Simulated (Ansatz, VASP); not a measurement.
# BaS in VASP and in Ansatz

```
Ba S
1.0
     0.00000    3.19134    3.19134
     3.19134    0.00000    3.19134
     3.19134    3.19134    0.00000
Ba S
1 1
Cartesian
  3.1913 3.1913 3.1913
  0.0000 0.0000 0.0000
```

Alike in both runs: task single point; functional PBE; k mesh 6 × 6 × 6; occupations gaussian, width 0.05 eV; non-collinear spin, spin-orbit coupling.

|  | VASP | Ansatz |
| --- | --- | --- |
| version | VASP 6.6.1 | Ansatz 0.2.0 |
| potentials or method | VASP PAW PBE potentials, release 64 (Ba_sv, S) | plane waves, PAW |
| plane-wave cutoff (eV) | 520 | 420 |
| valence electrons in the cell | 16 | 16 |

Ansatz gave:

```
gap on the k mesh at the Fermi level (eV) : 2.16
least direct gap on the mesh (eV)         : 2.22
pressure (GPa)                            : 0.9
net moment per atom (μB)                  : 0.00
```

**Question.** What did VASP give for the same quantities?

**Answer.** gap on the k mesh at the Fermi level (eV): 2.05; least direct gap on the mesh (eV): 2.15; pressure (GPa): 1.5; net moment per atom (μB): 0.00.

The functional is the same, so the differences come from potentials, cutoffs and numerics.
